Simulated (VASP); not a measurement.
Al, 1 atom in the cell. The structure is monoclinic, space group C2/m (No. 12). The conventional cell has a = 4.336 Å, b = 3.235 Å, c = 3.183 Å, α = 90.00°, β = 130.88°, γ = 90.00°. Al (site symmetry 2/m) has 8 Al at 2.70 to 2.90 Å as nearest neighbours. This isn't the form of Al at room conditions, which is fcc. The cell isn't the ideal one: engineering shear strain xy -0.1050, strain +e along x and -e along y -0.0175.

- Program: VASP 6.6.1
- Task: single point
- Functional: PBE
- Potentials or basis: VASP PAW PBE potentials, release 64 (Al)
- Cutoff: 520 eV
- k mesh: 20 × 20 × 20
- Occupations: gaussian, width 0.15 eV
- Spin: no spin polarisation
- Dipole correction: no
- Further INCAR settings: ALGO = Fast; EDIFF = 1e-07; NBANDS = 8

Potentials or basis: VASP PAW PBE potentials, release 64 (Al).

Command:

```bash
$ cat potpaw_PBE.64/Al/POTCAR > POTCAR
$ mpirun -np 1 vasp_std > vasp.out
```

Hardware: 1 thread of AMD EPYC 9R45 96-Core Processor (Zen 5), with other jobs on the host.

Problem. Estimate the wall time of this run.

Solution. Run time: 2.4 min on 1 thread of AMD EPYC 9R45 96-Core Processor (Zen 5), on a shared host, peak memory 0.31 GiB. Counts: scf iterations 13, k points 2112.
